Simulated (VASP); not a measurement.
CdF2: evGW0 quasiparticle levels with PBE

CdF2:

```
Cd F
1.0
     0.00000    2.69400    2.69400
     2.69400    0.00000    2.69400
     2.69400    2.69400    0.00000
Cd F
1 2
Cartesian
  0.0000 0.0000 0.0000
  4.0410 4.0410 4.0410
  1.3470 1.3470 1.3470
```

```json
{"Program": "VASP 6.6.1", "Task": "evGW0 quasiparticle levels", "Functional": "PBE", "Potentials or basis": "VASP PAW PBE potentials, release 64 (Cd_GW, F_GW)", "Cutoff": "500 eV", "k mesh": "4 × 4 × 4", "Occupations": "gaussian, width 0.01 eV", "Spin": "no spin polarisation", "Ladder": "free", "GW scheme": "evGW0", "GW iterations": "4", "Cutoff of the response function": "200", "Frequency points": "50", "Empty bands": "251", "Further INCAR settings": "ALGO = EVGW0; EDIFF = 1e-08; NBANDS = 264"}
```

```yaml
Band_gap_on_the_k_mesh_mean-field_level: 3.09 eV, indirect (least direct gap 3.58 eV)
Quasiparticle_gap: 6.04 eV
Least_direct_quasiparticle_gap: 6.93 eV
```

Levels at points of the mesh, in eV from the valence-band top:
```
           k point  band 10  band 11  band 12  band 13  band 14  band 15  band 16  band 17
(0.00, 0.00, 0.00)    -0.98    -0.49    -0.49    -0.49     3.09    12.70    12.70    12.70
(0.50, 0.00, 0.00)    -1.84    -1.84    -0.39    -0.39     7.19     9.16    14.50    14.50
(0.50, 0.50, 0.00)    -2.96    -0.51    -0.09    -0.09     8.02     9.67    11.94    14.28
```

Quasiparticle gap after each update of the energies (eV): 5.46, 5.93, 6.02, 6.04

It took 4.7 min on 4 MPI ranks on Intel(R) Xeon(R) Platinum 8559C (Emerald Rapids), on a shared host, peak memory 0.52 GiB a rank.

Caveat: the k mesh is coarse (spacing up to 0.50 Å⁻¹), so the values aren't converged; bands, screening cutoff and mesh are small and nothing is extrapolated, so the quasiparticle values aren't converged. A k mesh can miss the band edges.
